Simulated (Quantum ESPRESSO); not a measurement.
Input of a Quantum ESPRESSO 7.5 run:

File pw.in:

```
&CONTROL
  calculation = 'scf'
  prefix = 'pwscf'
  outdir = './tmp'
  pseudo_dir = './pseudo'
  tprnfor = .true.
  disk_io = 'nowf'
/
&SYSTEM
  ibrav = 0
  A = 3.67928871
  nat = 2
  ntyp = 2
  ecutwfc = 70
  nbnd = 12
  input_dft = 'XC-005I-000I-000I-000I-497L-498L'
  occupations = 'fixed'
  nqx1 = 4
  nqx2 = 4
  nqx3 = 4
  ecutfock = 140
  exx_fraction = 0.05
  nosym = .true.
/
&ELECTRONS
  conv_thr = 1d-07
  electron_maxstep = 120
  mixing_beta = 0.5
  adaptive_thr = .true.
/
ATOMIC_SPECIES
S     32.0600 S_ONCV_PBE-1.2.upf
Mg    24.3050 Mg_ONCV_PBE-1.2.upf
CELL_PARAMETERS alat
   0.0000000000    0.7071067821    0.7071067821
   0.7071067821    0.0000000000    0.7071067821
   0.7071067821    0.7071067821    0.0000000000
ATOMIC_POSITIONS alat
S      0.7071067821    0.7071067821    0.7071067821
Mg     0.0000000000    0.0000000000    0.0000000000
K_POINTS automatic
4 4 4 0 0 0
```

Potentials or basis: SG15 PBE 1.2.

The run is started by

```bash
$ OMP_NUM_THREADS=1 mpirun -n 2 pw.x -nk 2 -in pw.in > pw.out
```

(1) Predict the band gap on the k mesh.

## Answers

(1) 3.80 eV, indirect (least direct gap 4.84 eV).

Caveat: the k mesh is coarse (spacing up to 0.52 Å⁻¹), so the values aren't converged.
